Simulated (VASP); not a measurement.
# Settings for ZrS₂: vacuum levels of a slab or layer

ZrS₂, sheet, 3 atoms in the cell. PBEsol; PAW potentials S, Zr_sv (PBE set). VASP 6.6.1.

Wanted: face levels within 0.03 eV; gap on the mesh within 0.02 eV; energy within 2 meV/atom.

In-plane mesh in multiples of three: yes; Dipole correction: yes; Starting cell: layer relaxed first with the same functional.

Face levels: vacuum level at each face, counted from the middle of the gap.

POSCAR of the starting run:
```
ZrS2
1.0
    3.6362722905      0.0000000000      0.0000000000
   -1.8181361452      3.1491041786      0.0000000000
    0.0000000000      0.0000000000     17.8963675176
S Zr
2 1
Direct
    1.0000000000      1.0000000000      0.4190794580
    0.3333333334      0.6666666666      0.5809205420
    0.6666666667      0.3333333333      0.4999999893
```

The series start from vacuum (Å): 15; correction: LDIPOL, IDIPOL 3, DIPOL, AMIN 0.01; k spacing (1/Å): 0.25; Smearing SIGMA (eV): 0.05; Cutoff ENCUT (eV): 340; PREC: Accurate; ALGO: Normal. Each series keeps the choices made before it, and each single choice may use up half of a tolerance.

## Vacuum (Å)

| Vacuum (Å) | Face levels, largest deviation (eV) | Gap on the mesh (eV) | Energy less reference (meV/atom) | SCF iterations | Time (s) |
|---|---|---|---|---|---|
| 9 | 0.002 | 1.064 | 0.0 | 19 | 5.4 |
| 12 | 0.000 | 1.064 | 0.0 | 22 | 7.5 |
| 15 | 0.000 | 1.064 | 0.0 | 24 | 9.4 |
| 25 (reference) | 0.000 | 1.064 | 0.0 | 29 | 18 |

## Correction

| Correction | Face levels, largest deviation (eV) | Gap on the mesh (eV) | Energy less reference (meV/atom) | SCF iterations | Time (s) |
|---|---|---|---|---|---|
| LDIPOL, IDIPOL 3, DIPOL, AMIN 0.01 | 0.000 | 1.064 | 0.0 | 19 | 5.4 |
| LDIPOL, default AMIN | 0.000 | 1.064 | 0.0 | 19 | 5.4 |
| LDIPOL, no DIPOL | no result | no result | no result | 120 | 32 |
| IDIPOL 3 alone (energy only) | 0.000 | 1.064 | 0.0 | 19 | 5.4 |
| kernel truncation, coarsened | 0.020 | 1.065 | 0.0 | 19 | 6.9 |
| kernel truncation, full padding | 0.004 | 1.065 | 0.0 | 19 | 7.5 |

## k spacing (1/Å)

| k spacing (1/Å) | Face levels, largest deviation (eV) | Gap on the mesh (eV) | Energy less reference (meV/atom) | SCF iterations | Time (s) |
|---|---|---|---|---|---|
| 0.55 | 0.001 | 1.034 | 3.9 | 19 | 4.7 |
| 0.35 | 0.001 | 1.034 | 3.9 | 19 | 4.8 |
| 0.25 | 0.012 | 1.064 | 0.3 | 19 | 5.4 |
| 0.13 (reference) | 0.000 | 1.042 | 0.0 | 19 | 11 |

## Smearing SIGMA (eV)

| Smearing SIGMA (eV) | Face levels, largest deviation (eV) | Gap on the mesh (eV) | Energy less reference (meV/atom) | SCF iterations | Time (s) |
|---|---|---|---|---|---|
| 0.2 | 0.000 | 1.042 | 0.0 | 19 | 11 |
| 0.1 | 0.000 | 1.042 | 0.0 | 19 | 11 |
| 0.05 | 0.000 | 1.042 | 0.0 | 19 | 11 |
| 0.02 (reference) | 0.000 | 1.042 | 0.0 | 19 | 11 |

## Cutoff ENCUT (eV)

| Cutoff ENCUT (eV) | Face levels, largest deviation (eV) | Gap on the mesh (eV) | Energy less reference (meV/atom) | SCF iterations | Time (s) |
|---|---|---|---|---|---|
| 260 | 0.000 | 1.046 | 7.7 | 19 | 7.3 |
| 300 | 0.000 | 1.044 | 3.1 | 20 | 12 |
| 340 | 0.000 | 1.042 | 1.4 | 19 | 11 |
| 470 (reference) | 0.000 | 1.041 | 0.0 | 19 | 18 |

## PREC

| PREC | Face levels, largest deviation (eV) | Gap on the mesh (eV) | Energy less reference (meV/atom) | SCF iterations | Time (s) |
|---|---|---|---|---|---|
| Accurate | 0.000 | 1.041 | 0.0 | 19 | 18 |
| Normal | 0.000 | 1.041 | 0.0 | 19 | 8.5 |

## ALGO

| ALGO | Face levels, largest deviation (eV) | Gap on the mesh (eV) | Energy less reference (meV/atom) | SCF iterations | Time (s) |
|---|---|---|---|---|---|
| Normal | 0.000 | 1.041 | 0.0 | 19 | 8.5 |
| Fast | 0.000 | 1.041 | 0.0 | 32 | 14 |
| All | 0.000 | 1.041 | 0.0 | 33 | 14 |

## Question

The rows run from the loosest to the tightest (no order: correction, PREC, ALGO). For each series: choose the loosest value from which every tighter one stays within half of the tolerance; where there is no order, keep the first row unless others stay within half of the tolerance and take at least 30 % less time, and then take the fastest.

## Answer

- vacuum (Å): 9
- correction: LDIPOL, IDIPOL 3, DIPOL, AMIN 0.01
- k spacing (1/Å): 0.13, the tightest run, since the next looser one is off by more than half of the tolerance (convergence isn't shown beyond it)
- Smearing SIGMA (eV): 0.2
- Cutoff ENCUT (eV): 470, the tightest run, since the next looser one is off by more than half of the tolerance (convergence isn't shown beyond it)
- PREC: Normal
- ALGO: Normal

## All choices together

| Input | Face levels, largest deviation (eV) | Gap on the mesh (eV) | Energy less reference (meV/atom) | Time (s) |
|---|---|---|---|---|
| program defaults, no dipole correction of the potential, 7 A of vacuum, k spacing 0.5 1/A (naive) | 0.079 | 1.012 | 36.6 | 0.8 |
| chosen settings | 0.002 | 1.041 | 0.0 | 8.5 |
| reference settings throughout | 0.000 | 1.041 | 0.0 | 62 |

The chosen settings stay within the tolerance of the reference run, but the reference itself isn't shown to be converged in: k spacing (1/Å), Cutoff ENCUT (eV).

Values of the reference run: Face levels: 5.853, 5.853 eV.

## The input

INCAR:
```
SYSTEM = ZrS2
PREC = Normal
ENCUT = 470
EDIFF = 1E-7
ISMEAR = 0
SIGMA = 0.2
LREAL = .FALSE.
LASPH = .TRUE.
ALGO = Normal
NELM = 120
LWAVE = .FALSE.
LCHARG = .FALSE.
GGA = PS
KPAR = 4
LVHAR = .TRUE.
LVACPOTAV = .TRUE.
LDIPOL = .TRUE.
IDIPOL = 3
DIPOL = 0.5 0.5 0.5
AMIN = 0.01
```

KPOINTS:
```
Automatic mesh
0
Gamma
  18 18 1
  0 0 0
```

POSCAR:
```
ZrS2
1.0
    3.6362722905      0.0000000000      0.0000000000
   -1.8181361452      3.1491041786      0.0000000000
    0.0000000000      0.0000000000     11.8963675176
S Zr
2 1
Direct
    1.0000000000      1.0000000000      0.3782667267
    0.3333333334      0.6666666666      0.6217332733
    0.6666666667      0.3333333333      0.4999999839
```

Commands:
```
cat potpaw_PBE.64/S/POTCAR potpaw_PBE.64/Zr_sv/POTCAR > POTCAR
mpirun -np 4 vasp_std > vasp.out
```

The chosen input took VASP 6.6.1 8.5 s on 4 cores (AMD EPYC 9R45 (Zen 5)), a shared host.

## An input that fails: vacuum far too thin (2.5 A)

What the run shows: the program warns: no field-free region found.

Vacuum (Å): 15 becomes 2.5.

Changes against the starting input:
```
(POSCAR)
-    0.0000000000      0.0000000000     17.8963675176
+    0.0000000000      0.0000000000      5.3963675176
-    1.0000000000      1.0000000000      0.4190794580
-    0.3333333334      0.6666666666      0.5809205420
-    0.6666666667      0.3333333333      0.4999999893
+    1.0000000000      1.0000000000      0.2316372997
+    0.3333333334      0.6666666666      0.7683627003
+    0.6666666667      0.3333333333      0.4999999645
```
